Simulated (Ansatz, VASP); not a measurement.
## C: VASP beside Ansatz

```xyz
2
Lattice="0.0000 1.7445 1.7445 1.7445 0.0000 1.7445 1.7445 1.7445 0.0000" Properties=species:S:1:pos:R:3 pbc="T T T"
C     0.0000    0.0000    0.0000
C     0.8723    0.8723    0.8723
```

Change from the starting cell: hydrostatic strain -2.0%.

Alike in both runs: task single point; functional r2SCAN; k mesh 12 × 12 × 12; no spin polarisation.

|  | VASP | Ansatz |
| --- | --- | --- |
| version | VASP 6.6.1 | Ansatz 0.2.0 |
| potentials or method | VASP PAW PBE potentials, release 64 (C) | plane waves, PAW |
| plane-wave cutoff (eV) | 520 | 500 |
| occupations | gaussian, width 0.01 eV | fixed |
| valence electrons in the cell | 8 | 8 |

Ansatz gave:

- gap on the k mesh at the Fermi level (eV): 4.53
- pressure (GPa): 30.5

Question: Estimate VASP's values.

Answer: gap on the k mesh at the Fermi level (eV): 4.50; pressure (GPa): 31.9.

Caveats: so large a pressure means that the cell lies far from this level's equilibrium, or that cutoff or potentials fall short (VASP); the potentials were made for another functional, which shifts forces and pressure (VASP).
